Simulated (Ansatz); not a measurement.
# Stretching the linear K chain, part 2 of 2

Does stretching change the magnetism or the channel count of the linear K chain?

Ansatz 0.2.0; DFT PBEsol, plane waves, PAW; relaxation of a chain's period (the session's first sound run).

So far, conductance of the lead as this run defines it (G₀): step 3 (the chain at a fixed length, period over the relaxed period …) 1.000.

### Step 4. The chain at a fixed length, period over the relaxed period 0.92, k-mesh 1×1×21

Level of this step: DFT PBEsol, plane waves, PAW; channels and complex bands of a perfect chain (Ansatz).

The period is set to 0.92 times the relaxed one: shorter bonds widen the bands.

The cell differs from the one that the last finished run ended in (c 3.742 → 3.912 Å).

File input.yaml:

```yaml
crystal:
  lattice:
    - [7.5, 0.0, 0.0]
    - [0.0, 7.5, 0.0]
    - [0.0, 0.0, 3.9118787855]
  atoms:
    - { symbol: K, position: [0.5, 0.5, 0.0], spin: 0.5 }
magnetization:
  spin_polarized: true
kpoints:
  mp_grid: { grid: [1, 1, 21] }
scf:
  occupations: { method: fermi_dirac, width: 0.05 }
hamiltonian:
  xc: pbesol
output:
  transmission:
    e_range: [-2, 2]
    de: 0.035
    kmesh: [1, 1]
    reduced_basis: true
    leads: [[0, 0]]
  stress: true
```

Command:

```console
$ ansatz run input.yaml --threads 4 --pin off --max-ram 8192MiB --backend cpu --events-out ev --progress --plain --runs-dir out
```

Numbers of over 12 decimals in the logs are rounded to 6 here.

What it wrote:

```text
[...]
Crystal: 1 atoms, lattice volume = 220.043 Å³
Basis set: ecut = 420 eV, 4293 PW (Γ)
Bands: 9, of which v1, the nominal top of the filled ones, is band 5 counted from 1 (4 counted from 0)
Symmetry: 16 space group operations
[...]
k-points: 11 of 21
[...]
Starting moments: Σ|m| = 0.5 μB on 1 of 1 site
[...]
--- Transmission ---
  basis      : 497 plane waves across, 5 finite elements along
  points     : 1, standing for a mesh of 1 x 1
[...]
crystal 0  : K1, at the sites [0, 0], period 3.9119 Å: whole cells are its period
[...]
filled         : 12.1 meV under the level at which it is neutral
    channels       : 1.000000e0 up, 1.000000e0 down
[...]
[key lines of the parts left out:]
SCF converged after 12 iterations
Magnetization: -0.0000 μB (4.5000 up, 4.5000 down)
Free energy (F): -1515.752799 eV
Fermi energy:    -1.362311 eV
P = ⅓ Tr σ = -0.2434 GPa (-2.434 kbar)
```

Wall time 15 s (4 threads of Intel Xeon 6975P-C (Granite Rapids), shared host); peak memory 0.5 GiB.

At the computed energy nearest the Fermi level there are 1 spin-up and 1 spin-down channels, and the thermal average gives 1.000 G₀.

### Step 5. At a set period, period over the relaxed period 0.96, k-mesh 1×1×20

The period is set to 0.96 times the relaxed one: shorter bonds widen the bands.

The cell differs from the one that the last finished run ended in (c 3.912 → 4.082 Å).

input.yaml: that of step 4 with these lines changed.

```diff
@@ -4,3 +4,3 @@
     - [0.0, 7.5, 0.0]
-    - [0.0, 0.0, 3.9118787855]
+    - [0.0, 0.0, 4.0819604718]
   atoms:
@@ -10,3 +10,3 @@
 kpoints:
-  mp_grid: { grid: [1, 1, 21] }
+  mp_grid: { grid: [1, 1, 20] }
 scf:
```

What it wrote:

```text
[...]
Crystal: 1 atoms, lattice volume = 229.610 Å³
Basis set: ecut = 420 eV, 4469 PW (Γ)
Bands: 9, of which v1, the nominal top of the filled ones, is band 5 counted from 1 (4 counted from 0)
Symmetry: 16 space group operations
[...]
k-points: 11 of 20
[...]
Starting moments: Σ|m| = 0.5 μB on 1 of 1 site
[...]
--- Transmission ---
  basis      : 497 plane waves across, 6 finite elements along
  points     : 1, standing for a mesh of 1 x 1
[...]
crystal 0  : K1, at the sites [0, 0], period 4.0820 Å: whole cells are its period
[...]
filled         : 0.4 meV over the level at which it is neutral
    channels       : 1.000000e0 up, 1.000000e0 down
[...]
[key lines of the parts left out:]
SCF converged after 11 iterations
Magnetization: -0.0000 μB (4.5000 up, 4.5000 down)
Free energy (F): -1515.768407 eV
Fermi energy:    -1.419853 eV
P = ⅓ Tr σ = -0.2964 GPa (-2.964 kbar)
```

Wall time 16 s (4 threads); peak memory 0.5 GiB.

At the computed energy nearest the Fermi level there are 1 spin-up and 1 spin-down channels, and the thermal average gives 1.000 G₀.

### Step 6. At a set period, period over the relaxed period 1, k-mesh 1×1×19

The period is set to 1.0 times the relaxed one, as the point of reference.

input.yaml: that of step 5 with these lines changed.

```diff
@@ -4,3 +4,3 @@
     - [0.0, 7.5, 0.0]
-    - [0.0, 0.0, 4.0819604718]
+    - [0.0, 0.0, 4.2520421581]
   atoms:
@@ -10,3 +10,3 @@
 kpoints:
-  mp_grid: { grid: [1, 1, 20] }
+  mp_grid: { grid: [1, 1, 19] }
 scf:
```

What it wrote:

```text
[...]
Crystal: 1 atoms, lattice volume = 239.177 Å³
Basis set: ecut = 420 eV, 4647 PW (Γ)
Bands: 9, of which v1, the nominal top of the filled ones, is band 5 counted from 1 (4 counted from 0)
Symmetry: 16 space group operations
[...]
k-points: 10 of 19
[...]
Starting moments: Σ|m| = 0.5 μB on 1 of 1 site
[...]
--- Transmission ---
  basis      : 497 plane waves across, 6 finite elements along
  points     : 1, standing for a mesh of 1 x 1
[...]
crystal 0  : K1, at the sites [0, 0], period 4.2520 Å: whole cells are its period
[...]
filled         : 12.7 meV over the level at which it is neutral
    channels       : 1.000000e0 up, 1.000000e0 down
[...]
[key lines of the parts left out:]
SCF converged after 12 iterations
Magnetization: -0.0000 μB (4.5000 up, 4.5000 down)
Free energy (F): -1515.773715 eV
Fermi energy:    -1.467200 eV
P = ⅓ Tr σ = -0.3365 GPa (-3.365 kbar)
```

It took 14 s on 4 threads; peak memory 0.5 GiB; 36 s of CPU time.

Open channels of the lead against energy, zero at the Fermi level:

```
energy (eV)  spin up  spin down
     -0.705        0          0
     -0.600        1          1
     -0.495        1          1
     -0.390        1          1
     -0.285        1          1
     -0.215        1          1
     -0.110        1          1
     -0.005        1          1
      0.100        1          1
      0.205        1          1
      0.310        1          1
      0.415        1          1
      0.485        1          1
      0.590        1          1
      0.695        1          1
      0.800        1          1
      0.905        1          1
      1.010        1          1
      1.115        1          1
      1.185        1          1
      1.290        1          1
      1.395        1          1
      1.500        0          0
      1.605        0          0
      1.710        1          1
      1.815        1          1
      1.885        1          1
```

At the computed energy nearest the Fermi level there are 1 spin-up and 1 spin-down channels, and the thermal average gives 1.000 G₀.

### Step 7. At a set period, period over the relaxed period 1.04, k-mesh 1×1×19

The period is set to 1.04 times the relaxed one: longer bonds narrow the bands.

The cell differs from the one that the last finished run ended in (c 4.252 → 4.422 Å).

input.yaml: that of step 6 with these lines changed.

```diff
@@ -4,3 +4,3 @@
     - [0.0, 7.5, 0.0]
-    - [0.0, 0.0, 4.2520421581]
+    - [0.0, 0.0, 4.4221238444]
   atoms:
```

What it wrote:

```text
[...]
Crystal: 1 atoms, lattice volume = 248.744 Å³
Basis set: ecut = 420 eV, 4935 PW (Γ)
Bands: 9, of which v1, the nominal top of the filled ones, is band 5 counted from 1 (4 counted from 0)
Symmetry: 16 space group operations
[...]
k-points: 10 of 19
[...]
Starting moments: Σ|m| = 0.5 μB on 1 of 1 site
[...]
--- Transmission ---
  basis      : 497 plane waves across, 6 finite elements along
  points     : 1, standing for a mesh of 1 x 1
[...]
crystal 0  : K1, at the sites [0, 0], period 4.4221 Å: whole cells are its period
[...]
filled         : 9.9 meV over the level at which it is neutral
    channels       : 1.000000e0 up, 1.000000e0 down
[...]
[key lines of the parts left out:]
SCF converged after 12 iterations
Magnetization: -0.0000 μB (4.5000 up, 4.5000 down)
Free energy (F): -1515.770429 eV
Fermi energy:    -1.520934 eV
P = ⅓ Tr σ = -0.3650 GPa (-3.650 kbar)
```

The job ended after 13 s (4 threads; peak memory 0.49 GiB).

At the computed energy nearest the Fermi level there are 1 spin-up and 1 spin-down channels, and the thermal average gives 1.000 G₀. The change of length costs 0.004 eV a cell and leaves no moment.

### Step 8. At a set period, period over the relaxed period 1.08, k-mesh 1×1×18

The period is set to 1.08 times the relaxed one: longer bonds narrow the bands.

The cell differs from the one that the last finished run ended in (c 4.422 → 4.592 Å).

input.yaml: that of step 7 with these lines changed.

```diff
@@ -4,3 +4,3 @@
     - [0.0, 7.5, 0.0]
-    - [0.0, 0.0, 4.4221238444]
+    - [0.0, 0.0, 4.5922055308]
   atoms:
@@ -10,3 +10,3 @@
 kpoints:
-  mp_grid: { grid: [1, 1, 19] }
+  mp_grid: { grid: [1, 1, 18] }
 scf:
```

What it wrote:

```text
[...]
Crystal: 1 atoms, lattice volume = 258.312 Å³
Basis set: ecut = 420 eV, 5111 PW (Γ)
Bands: 9, of which v1, the nominal top of the filled ones, is band 5 counted from 1 (4 counted from 0)
Symmetry: 16 space group operations
[...]
k-points: 10 of 18
[...]
Starting moments: Σ|m| = 0.5 μB on 1 of 1 site
[...]
--- Transmission ---
  basis      : 497 plane waves across, 6 finite elements along
  points     : 1, standing for a mesh of 1 x 1
[...]
crystal 0  : K1, at the sites [0, 0], period 4.5922 Å: whole cells are its period
[...]
filled         : 5.4 meV over the level at which it is neutral
    channels       : 1.000000e0 up, 1.000000e0 down
[...]
[key lines of the parts left out:]
SCF converged after 12 iterations
Magnetization: -0.0000 μB (4.5000 up, 4.5000 down)
Free energy (F): -1515.761086 eV
Fermi energy:    -1.569208 eV
P = ⅓ Tr σ = -0.3852 GPa (-3.852 kbar)
```

The job ended after 13 s (4 threads; peak memory 0.52 GiB).

At the computed energy nearest the Fermi level there are 1 spin-up and 1 spin-down channels, and the thermal average gives 1.000 G₀. The change of length costs 0.013 eV a cell and leaves no moment.

### Step 9. The chain at a fixed length, period over the relaxed period 1.13, k-mesh 1×1×17

The period is set to 1.13 times the relaxed one: longer bonds narrow the bands.

The cell differs from the one that the last finished run ended in (c 4.592 → 4.805 Å).

input.yaml: that of step 8 with these lines changed.

```diff
@@ -4,3 +4,3 @@
     - [0.0, 7.5, 0.0]
-    - [0.0, 0.0, 4.5922055308]
+    - [0.0, 0.0, 4.8048076387]
   atoms:
@@ -10,3 +10,3 @@
 kpoints:
-  mp_grid: { grid: [1, 1, 18] }
+  mp_grid: { grid: [1, 1, 17] }
 scf:
```

What it wrote:

```text
[...]
Crystal: 1 atoms, lattice volume = 270.270 Å³
Basis set: ecut = 420 eV, 5273 PW (Γ)
Bands: 9, of which v1, the nominal top of the filled ones, is band 5 counted from 1 (4 counted from 0)
Symmetry: 16 space group operations
[...]
k-points: 9 of 17
[...]
Starting moments: Σ|m| = 0.5 μB on 1 of 1 site
[...]
--- Transmission ---
  basis      : 497 plane waves across, 6 finite elements along
  points     : 1, standing for a mesh of 1 x 1
[...]
crystal 0  : K1, at the sites [0, 0], period 4.8048 Å: whole cells are its period
[...]
filled         : 2.3 meV under the level at which it is neutral
    channels       : 1.000000e0 up, 1.000000e0 down
[...]
[key lines of the parts left out:]
SCF converged after 12 iterations
Magnetization: 0.0000 μB (4.5000 up, 4.5000 down)
Free energy (F): -1515.742293 eV
Fermi energy:    -1.623517 eV
P = ⅓ Tr σ = -0.3995 GPa (-3.995 kbar)
```

Elapsed: 11 s, on 4 threads; peak memory 0.49 GiB.

Table of open channels of the lead by energy, zero at the Fermi level:

```
energy (eV)  spin up  spin down
     -0.600        0          0
     -0.390        1          1
     -0.215        1          1
     -0.005        1          1
      0.205        1          1
      0.415        1          1
      0.590        1          1
      0.800        1          1
      1.010        1          1
      1.185        1          1
      1.395        1          1
      1.605        1          1
      1.815        1          1
```

At the computed energy nearest the Fermi level there are 1 spin-up and 1 spin-down channels, and the thermal average gives 1.000 G₀. The change of length costs 0.032 eV a cell and leaves no moment.

### Step 10. The chain at a fixed length, period over the relaxed period 1.2, k-mesh 1×1×16

The period is set to 1.2 times the relaxed one: longer bonds narrow the bands.

The cell differs from the one that the last finished run ended in (c 4.805 → 5.102 Å).

input.yaml: that of step 9 with these lines changed.

```diff
@@ -4,3 +4,3 @@
     - [0.0, 7.5, 0.0]
-    - [0.0, 0.0, 4.8048076387]
+    - [0.0, 0.0, 5.1024505897]
   atoms:
@@ -10,3 +10,3 @@
 kpoints:
-  mp_grid: { grid: [1, 1, 17] }
+  mp_grid: { grid: [1, 1, 16] }
 scf:
```

What it wrote:

```text
[...]
Crystal: 1 atoms, lattice volume = 287.013 Å³
Basis set: ecut = 420 eV, 5641 PW (Γ)
Bands: 9, of which v1, the nominal top of the filled ones, is band 5 counted from 1 (4 counted from 0)
Symmetry: 16 space group operations
[...]
k-points: 9 of 16
[...]
Starting moments: Σ|m| = 0.5 μB on 1 of 1 site
[...]
--- Transmission ---
  basis      : 497 plane waves across, 7 finite elements along
  points     : 1, standing for a mesh of 1 x 1
[...]
crystal 0  : K1, at the sites [0, 0], period 5.1025 Å: whole cells are its period
[...]
filled         : 2.3 meV over the level at which it is neutral
    channels       : 1.000000e0 up, 1.000000e0 down
[...]
[key lines of the parts left out:]
SCF converged after 13 iterations
Magnetization: 0.0000 μB (4.5000 up, 4.5000 down)
Free energy (F): -1515.707943 eV
Fermi energy:    -1.672456 eV
P = ⅓ Tr σ = -0.4063 GPa (-4.063 kbar)
```

Run time: 13 s. Hardware: 4 threads; peak memory 0.5 GiB; 33 s of CPU time.

At the computed energy nearest the Fermi level there are 1 spin-up and 1 spin-down channels, and the thermal average gives 1.000 G₀. The change of length costs 0.068 eV a cell and leaves no moment.

### Step 11. At a set period, period over the relaxed period 1.3, k-mesh 1×1×15

The period is set to 1.3 times the relaxed one: longer bonds narrow the bands.

The cell differs from the one that the last finished run ended in (c 5.102 → 5.528 Å).

input.yaml: that of step 10 with these lines changed.

```diff
@@ -4,3 +4,3 @@
     - [0.0, 7.5, 0.0]
-    - [0.0, 0.0, 5.1024505897]
+    - [0.0, 0.0, 5.5276548055]
   atoms:
@@ -10,3 +10,3 @@
 kpoints:
-  mp_grid: { grid: [1, 1, 16] }
+  mp_grid: { grid: [1, 1, 15] }
 scf:
```

What it wrote:

```text
[...]
Crystal: 1 atoms, lattice volume = 310.931 Å³
Basis set: ecut = 420 eV, 6107 PW (Γ)
Bands: 9, of which v1, the nominal top of the filled ones, is band 5 counted from 1 (4 counted from 0)
Symmetry: 16 space group operations
[...]
k-points: 8 of 15
[...]
Starting moments: Σ|m| = 0.5 μB on 1 of 1 site
[...]
--- Transmission ---
  basis      : 497 plane waves across, 7 finite elements along
  points     : 1, standing for a mesh of 1 x 1
[...]
crystal 0  : K1, at the sites [0, 0], period 5.5277 Å: whole cells are its period
[...]
filled         : 7.0 meV over the level at which it is neutral
    channels       : 1.000000e0 up, 1.000000e0 down
[...]
[key lines of the parts left out:]
SCF converged after 13 iterations
Magnetization: 0.0000 μB (4.5000 up, 4.5000 down)
Free energy (F): -1515.651341 eV
Fermi energy:    -1.728197 eV
P = ⅓ Tr σ = -0.3987 GPa (-3.987 kbar)
```

Elapsed: 12 s, on 4 threads; peak memory 0.5 GiB; 29 s of CPU time.

At the computed energy nearest the Fermi level there are 1 spin-up and 1 spin-down channels, and the thermal average gives 1.000 G₀. The change of length costs 0.125 eV a cell and leaves no moment.

### Step 12. Side by side

Times are for 4 threads of Intel Xeon 6975P-C (Granite Rapids), shared host. The series side by side:

```
no.  period over the relaxed period  conductance of the lead as this run defines it (G₀)  energy at zero smearing less the lowest (eV)  time  memory (GiB)
  1                            0.88                                               1.0000                                       0.04905  15 s           0.5
  2                            0.92                                               1.0000                                       0.02027  15 s           0.5
  3                            0.96                                               1.0000                                      0.005401  16 s           0.5
  4                               1                                               1.0000                                             0  14 s           0.5
  5                            1.04                                               1.0000                                      0.003559  13 s          0.49
  6                            1.08                                               1.0000                                       0.01266  13 s          0.52
  7                            1.13                                               1.0000                                       0.03229  11 s          0.49
  8                             1.2                                               1.0000                                       0.06770  13 s           0.5
  9                             1.3                                               1.0000                                        0.1252  12 s           0.5
```

### Step 13. A repeat with changed settings: output.transmission.reduced_basis = false

This step: DFT PBEsol, plane waves, PAW; channels and complex bands of a perfect chain; changed: output.transmission.reduced_basis = false (Ansatz 0.2.0).

The atoms of the run at the relaxed period are kept and the input is varied, to see whether the result depends on it.

input.yaml, the sections that differ from step 11:

```yaml
crystal:
  lattice:
    - [7.5, 0.0, 0.0]
    - [0.0, 7.5, 0.0]
    - [0.0, 0.0, 4.2520421581]
  atoms:
    - { symbol: K, position: [0.5, 0.5, 0.0], spin: 0.5 }
kpoints:
  mp_grid: { grid: [1, 1, 19] }
output:
  transmission:
    e_range: [-2, 2]
    de: 0.035
    kmesh: [1, 1]
    reduced_basis: false
    leads: [[0, 0]]
  stress: true
# magnetization, scf, hamiltonian: as in step 11
```

What it wrote:

```text
[...]
Crystal: 1 atoms, lattice volume = 239.177 Å³
Basis set: ecut = 420 eV, 4647 PW (Γ)
Bands: 9, of which v1, the nominal top of the filled ones, is band 5 counted from 1 (4 counted from 0)
Symmetry: 16 space group operations
[...]
k-points: 10 of 19
[...]
Starting moments: Σ|m| = 0.5 μB on 1 of 1 site
[...]
SCF iter  12: F=-1515.773715 eV  HF=-1515.773715 eV  |F-HF|=6.75e-11  |Δ(HF+E_count)|=  6.56e-10  Δρ=4.32e-8 (↑4.07e-8 ↓4.32e-8)  dr2=1.65e-13  dr2_m=3.82e-12  M=-0.000 μB ∫|m|=0.000 μB  ethr=3.26e-12  ⟨swp⟩=3.2  Hψ=523  notcnv=0
SCF 1 converged in 12 iterations: F = -1515.773715 eV  dr2 = 1.65e-13
[...]
transmission: 6 of 12 steps passed
transmission: 12 of 12 steps passed
SCF converged after 12 iterations
Magnetization: -0.0000 μB (4.5000 up, 4.5000 down)
Absolute magnetization: 0.0000 μB (∫|ρ↑−ρ↓|, with the PAW one-centre terms)
[...]
Per-site moments (μB) at R_I (Å): [(4.219264814975683e-7, 1.753967)]
Free energy (F): -1515.773715 eV
[...]
Internal energy: -1515.766104 eV  (E = F + TS)
E sigma→0 (E₀):  -1515.769910 eV
Entropy (-TS):   -0.007611 eV (-7.611 meV/atom)
Fermi energy:    -1.467200 eV
[...]
--- Stress (GPa, compression-positive) ---
       -0.509301       0.000000       0.000000
        0.000000      -0.509301       0.000000
        0.000000       0.000000       0.009094
  P = ⅓ Tr σ = -0.3365 GPa (-3.365 kbar)
--- Band table (eV; the first three rows and the last of 20) ---
[...]
--- Transmission ---
  basis      : 497 plane waves across, 6 finite elements along
  points     : 1, standing for a mesh of 1 x 1
[...]
crystal 0  : K1, at the sites [0, 0], period 4.2520 Å: whole cells are its period
[...]
filled         : 12.7 meV over the level at which it is neutral
    channels       : 1.000000e0 up, 1.000000e0 down
[...]
```

Wall time 2 min (4 threads); peak memory 2.8 GiB; 6.7 min of CPU time.

Numbers from this step:

```yaml
energy_at_zero_smearing: -1515.7699 eV
```

Open channels of the lead against energy, zero at the Fermi level:

(Unchanged from step 6.)

It took 2 min against 14 s for the run it varies, and the conductance is 1.000 G₀ against 1.000 G₀.

The channels at the energy nearest the Fermi level, spin up, channels at the energy nearest the Fermi level, spin down and conductance of the lead as this run defines it stay within 0.2 % plus 0.001 of the run it varies.

### Step 14. Outcome

```
relaxed cell length              : 4.252 Å
conductance at period × 0.88     : 1.000 G₀
conductance at period × 1.0      : 1.000 G₀
conductance at period × 1.13     : 1.000 G₀
conductance at period × 1.3      : 1.000 G₀
absolute moment at period × 0.88 : 0 μB
absolute moment at period × 1.0  : 0 μB
absolute moment at period × 1.3  : 0 μB
```

No moment survives at any length. Transport is coherent and elastic here: the atoms are frozen, so scattering by vibrations plays no part. The box is narrow for bonds this long, so the chain feels its sideways images. The lead's cell of one atom keeps the chain straight and evenly spaced; a zigzag or dimerised form may lie lower.

[Logs are printed without paths, hosts, clocks, repeated set-up lines and the standing remarks that a program may print on its own settings, such as how far it seeks lower states.]

[Hosts, paths, dates, database ids (printed as entryN), source tags and the programs' standing remarks are cut or masked in the printed files.]
